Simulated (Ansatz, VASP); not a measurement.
# Two plane-wave programs on BaS

```
Ba S
1.0
     0.00000    3.14877    3.14877
     3.14877    0.00000    3.14877
     3.14877    3.14877    0.00000
Ba S
1 1
Direct
  0.00000 0.00000 0.00000
  0.50000 0.50000 0.50000
```

Alike in both runs: task single point; functional PBE; k mesh 8 × 8 × 8; occupations gaussian, width 0.02 eV; no spin polarisation.

|  | VASP | Ansatz |
| --- | --- | --- |
| version | VASP 6.6.1 | Ansatz 0.2.0 |
| potentials or method | VASP PAW PBE potentials, release 64 (Ba_sv, S) | scalar-relativistic, plane waves, PAW |
| plane-wave cutoff (eV) | 520 | 420 |
| valence electrons in the cell | 16 | 16 |

Ansatz gave:

| Item | Value |
| --- | --- |
| gap on the k mesh at the Fermi level (eV) | 2.14 |
| least direct gap on the mesh (eV) | 2.21 |
| pressure (GPa) | 3.0 |

**Question.** What did VASP give for the same quantities?

**Answer.** gap on the k mesh at the Fermi level (eV): 2.03; least direct gap on the mesh (eV): 2.14; pressure (GPa): 3.7.

With one functional, cell and mesh, what is left measures potentials, basis and numerics.

Caveats: spin-orbit coupling is left out, which moves the levels of the heavy elements. A k mesh can miss the band edges. Expect the measured gap to be larger: semilocal functionals such as PBE lack the derivative discontinuity.
